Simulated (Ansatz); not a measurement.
**PtTe2: a single-point run**

Wanted: a converged single-point run for PtTe2, and a check of what comes out. The structure is shown as the input types it.

Program: Ansatz 0.2.0. Level of theory: density functional or hybrid calculation with the settings of its input, plane waves (as first typed). These are calculated values, not measurements.

**1. The structure to begin with**

It takes space group P-3m1 (No. 164, trigonal). Conventional cell: a = 4.038 Å, b = 4.038 Å, c = 5.311 Å, α = 90.00°, β = 90.00°, γ = 120.00°. Around Pt (site symmetry -3m) lie 6 Te at 2.70 Å. Around Te (site symmetry 3m) lie 3 Pt at 2.70 Å.

Coordinates:

```cif
data_structure
_symmetry_space_group_name_H-M 'P-3m1'
_symmetry_Int_Tables_number 164
_cell_length_a 4.0382
_cell_length_b 4.0382
_cell_length_c 5.3110
_cell_angle_alpha 90.000
_cell_angle_beta 90.000
_cell_angle_gamma 120.000
_cell_volume 75.00
loop_
_atom_site_label
_atom_site_type_symbol
_atom_site_symmetry_multiplicity
_atom_site_Wyckoff_symbol
_atom_site_fract_x
_atom_site_fract_y
_atom_site_fract_z
_atom_site_occupancy
Pt1 Pt 1 a 0.00000 0.00000 0.00000 1
Te1 Te 2 d 0.33333 0.66667 0.25685 1
```

**2. Running it**

File input.yaml:

```yaml
crystal:
  lattice:
    - [4.0381770487, 0.0, 0.0]
    - [-2.0190885243, 3.4971639092, 0.0]
    - [0.0, 0.0, 5.3109615831]
  atoms:
    - { symbol: Pt, position: [0.0, 0.0, 0.0] }
    - { symbol: Te, position: [0.3333333333, 0.6666666667, 0.2568463252] }
    - { symbol: Te, position: [0.6666666667, 0.3333333333, 0.7431536748] }
kpoints:
  mp_grid: { grid: [6, 6, 4] }
hamiltonian:
  xc: pbesol
scf:
  occupations: { method: fermi_dirac, width: 0.02 }
  n_extra_bands: 4
output:
  forces: true
  stress: true
  eigenvalues: true
magnetization:
  spin_orbit: true
```

Command:

```console
$ ansatz run input.yaml --threads 4 --pin off --max-ram 3686MiB --backend cpu --events-out ev --progress --plain --runs-dir out
```

What happens when this is run?

The run ended at the input check. Its message: «inconsistent input (magnetization.spin_orbit, magnetization.noncollinear): true requires noncollinear: true — spin–orbit coupling acts on 2-spinor wavefunctions; set both flags»

In the input, magnetization.spin_orbit is true. Spin-orbit coupling needs two-component spinors and fully relativistic potentials, and the input doesn't provide both.

The cure: delete magnetization.spin_orbit (the default then holds).
